Q: I need a density for a metallic crystal made of buckled boron sheets stacked on top of each other. Several density functionals give me several volumes. Can I work out where the two marked "?" belong?

VASP, Kohn-Sham DFT with PAW potentials, without spin polarisation, for boron (space group Pmmn, 2-atom cell) on a 16×9×7 k mesh; basis is the plane-wave cutoff. Volumes are for a static lattice: PBE from an equation of state over cells scaled at fixed shape, all others from relaxation of both cell and atoms. D3 is the zero-damping form.

```tsv
method	rung	potentials	basis	smearing	equilibrium volume (Å³/atom)
LDA	LDA	VASP PAW LDA potentials, recommended	600 eV	gaussian 0.05eV	?
PBE	GGA	VASP PAW PBE potentials, recommended	520 eV	Fermi-Dirac 0.05eV	?
RPBE-D3	GGA	VASP PAW PBE potentials, recommended	600 eV	Fermi-Dirac 0.05eV	8.544
RPBE-D4	GGA	VASP PAW PBE potentials, recommended	600 eV	Fermi-Dirac 0.05eV	7.825
TPSS	meta-GGA	VASP PAW PBE potentials, recommended	600 eV	gaussian 0.05eV	8.910
r2SCAN	meta-GGA	VASP PAW PBE potentials, recommended	600 eV	gaussian 0.05eV	8.997
r2SCAN-D4	meta-GGA	VASP PAW PBE potentials, recommended	600 eV	gaussian 0.05eV	8.656
```

A: You can try, if you first see what sets the volume. The equilibrium volume is where the energy of the motionless crystal is lowest, so no outside pressure is needed to hold it. A change of functional acts like a small extra pressure, inward or outward. How far the cell then moves depends on how stiff it is.

Q: So the same pull can give a large or a small change?

A: Yes, and two limiting cases show the range. In a solid held together by strong bonds in every direction, each small contraction costs much energy, and the functionals agree fairly well. In a stack of sheets that barely hold each other, the spacing costs little to change, and the same pull moves it far. Our crystal should lie between these limits, with strong bonds within each sheet and weaker contact from sheet to sheet.

Q: Do the known values show any of that softness?

A: They hint at it. The one pair with and without a dispersion term is r2SCAN and r2SCAN-D4; D4 adds the long-range attraction between atoms. That term supplies less than 0.1 eV per atom, yet the volume falls by 3.8%. A modest pull is enough to move this cell visibly.

Q: Then why is RPBE-D4 so much smaller than RPBE-D3?

A: There the added pull is very strong. The dispersion energy with D4 is nearly three times that with D3, although part of the excess follows from the atoms having moved closer. The two corrections also differ in how they fade out at short distance, which matters among closely packed atoms. RPBE carries large dispersion terms in general, and with another form of D3, the Becke-Johnson damping, it is known to shrink metals far too much. I suspect that D4 overshoots with RPBE here too, so I would not take a density from that row, and I base the forecast on TPSS and r2SCAN, which carry no dispersion term.

Q: What distinguishes LDA and PBE from those two?

A: LDA takes the exchange and correlation energy at each point from the electron density there alone. PBE, a GGA, also uses the density's gradient, and it lowers the energy where the density varies quickly compared with its own size, as in the thin tails of atoms. When atoms approach, their tails overlap and smooth out, and part of that lowering is lost. PBE therefore favours a larger volume than LDA does. TPSS and r2SCAN are meta-GGAs, which also use the kinetic energy density and usually give volumes slightly below PBE.

Q: PBE has no long-range dispersion. Could the sheets drift apart, as they do in graphite?

A: That is the limit I would worry about. But TPSS lacks long-range dispersion too, and its cell stays compact, 1% below r2SCAN. This argues against a large swelling with PBE, though it doesn't exclude one.

Q: Please turn that into numbers.

A: The model has one scale, fitted to TPSS and r2SCAN only, which is simply their mean: (8.910 + 8.997)/2 = 8.95 Å³/atom. For PBE I add a rough 2%, the usual step up from these meta-GGAs, so 8.95 × 1.02 = 9.13. For LDA I go down from there. In ordinary solids it lies roughly 5% below PBE; I take 7% because the stacking should be soft, so 9.13 × 0.93 = 8.49.

Q: How sure are you?

A: For PBE I give 8.93 to 9.33 Å³/atom, and for LDA 8.19 to 8.79. My central values put PBE above both meta-GGAs, and LDA between RPBE-D4 and r2SCAN-D4. Across the full ranges, PBE stays above TPSS but could fall below r2SCAN. LDA stays above RPBE-D4 and below PBE and both uncorrected meta-GGAs, but it could rise above r2SCAN-D4. The order of LDA and RPBE-D3 is too close to call. These ranges are my judgement, since two fitted rows can't supply a statistical error. I also knew that the runs started from a cell of 9.11 Å³/atom. It doesn't enter the model, but it lies close to my PBE value.

Q: Let us see the computed values.

The withheld rows as computed:

```tsv
method	rung	potentials	basis	smearing	equilibrium volume (Å³/atom)
LDA	LDA	VASP PAW LDA potentials, recommended	600 eV	gaussian 0.05eV	8.155
PBE	GGA	VASP PAW PBE potentials, recommended	520 eV	Fermi-Dirac 0.05eV	9.124
```

A: PBE agrees with the forecast to about 0.01 Å³/atom, much closer than a ratio known to one figure can promise. But it is a weak test. The PBE volume comes from a scan that scaled the whole cell and kept its proportions, while all the other cells were free to change shape. In such a scan the sheets can't move apart unless the strong bonds within them stretch too, so the minimum tends to stay near the starting cell. Whether the sheets would drift apart with PBE remains open. The cutoffs and meshes are also usual working values, not converged limits, so small differences between rows partly reflect the settings and potentials. LDA is a miss: 8.155 lies 0.34 below my value and just outside the range. Its place in the order is right, between RPBE-D4 and r2SCAN-D4, and it also falls below RPBE-D3.

Q: What went wrong with LDA?

A: The direction was right, but I allowed too small a contraction. LDA comes out 10.6% below PBE, where I had allowed 7%. The ordinary 5% would have missed by more, 0.52 Å³/atom. Because the PBE cell kept its proportions, r2SCAN is the fairer partner: its cell was free to change shape, as the LDA cell was, and LDA still lies 9.4% below it. That fits a stacking softer than I assumed, though a stronger inward pull from LDA would look the same.

Q: How do you know that the stacking gives way, and not the bonds in the sheet?

A: The relaxed cell edges show where the contraction falls, with LDA against r2SCAN. If all three directions shrank equally, each would shorten by about 3%. Instead, the edge along the stacking direction goes from 3.865 Å with r2SCAN to 3.570 Å with LDA, which is 7.6% shorter. Within the sheet, one edge shortens by 2.0% and the other hardly changes. So the stacking direction takes most of the contraction, though the sheet gives a little too. Two cautions remain. The long edge spans both the gap between sheets and the height of the buckling, so its length alone can't separate the two. And the LDA run stopped with about 0.4 GPa of compression left along that edge, so fully relaxed it would be slightly longer.

Q: Does this mean that LDA contains the dispersion that PBE lacks?

A: No. LDA has no long-range dispersion either. Its contraction comes from overlapping densities, where it binds too strongly, whereas the D4 term adds an attraction between distant atoms. Both make the cell smaller, so a small volume alone can't tell you which of them is at work.

Q: And what does it mean for my density?

A: Density is the inverse of volume at fixed mass, and 9.124/8.155 ≈ 1.12, so LDA makes this crystal about 12% denser than the PBE scan does, and about 10% denser than r2SCAN. The choice of functional is therefore a real uncertainty in your design figure. Before you use a PBE density for a layered crystal, let the shape of the cell relax as well as its volume, and repeat the run with a dispersion term, because PBE alone can leave the sheets too far apart. To guess how much the functionals will disagree for a related crystal, look for its softest direction: the weaker the contact there, the further apart LDA and PBE should fall once both cells are free to change shape. The output below gives the fit and its misses; the model has no dispersion term, so it puts all three corrected rows too high, RPBE-D4 by 1.1 Å³/atom.

Printed output of the fit:

```
fit of vol on 2 rows (plain): coefficient of ratio_soft 8.953 +/- 0.043; rms 0.0435, worst r2SCAN -0.0435, leave-one-out rms 0.087
  rows outside the fit (model, value, miss): LDA 8.493, 8.155, 0.338; PBE 9.133, 9.124, 0.00857; RPBE-D3 8.953, 8.544, 0.409; RPBE-D4 8.953, 7.825, 1.13; r2SCAN-D4 8.953, 8.656, 0.297
fit of vol on 2 rows (plain): coefficient of ratio_usual 8.953 +/- 0.043; rms 0.0435, worst r2SCAN -0.0435, leave-one-out rms 0.087
  rows outside the fit (model, value, miss): LDA 8.676, 8.155, 0.521; PBE 9.133, 9.124, 0.00857; RPBE-D3 8.953, 8.544, 0.409; RPBE-D4 8.953, 7.825, 1.13; r2SCAN-D4 8.953, 8.656, 0.297
PBE forecast, lower end of range (A^3/atom): 8.933
PBE forecast, upper end of range (A^3/atom): 9.333
LDA forecast, lower end of range (A^3/atom): 8.193
LDA forecast, upper end of range (A^3/atom): 8.793
r2SCAN less TPSS (A^3/atom): 0.087
r2SCAN above TPSS (percent): 0.9764
change of r2SCAN volume on adding D4 (A^3/atom): -0.341
change of r2SCAN volume on adding D4 (percent): -3.79
RPBE-D4 against RPBE-D3 (percent): -8.415
RPBE dispersion energy, D4 over D3 (ratio): 2.857
volume of the starting cell (A^3/atom): 9.114
computed PBE against r2SCAN (percent): 1.412
computed PBE against TPSS (percent): 2.402
computed LDA against PBE (percent): -10.62
computed LDA less r2SCAN-D4 (A^3/atom): -0.501
computed LDA less RPBE-D3 (A^3/atom): -0.389
computed LDA less RPBE-D4 (A^3/atom): 0.33
```
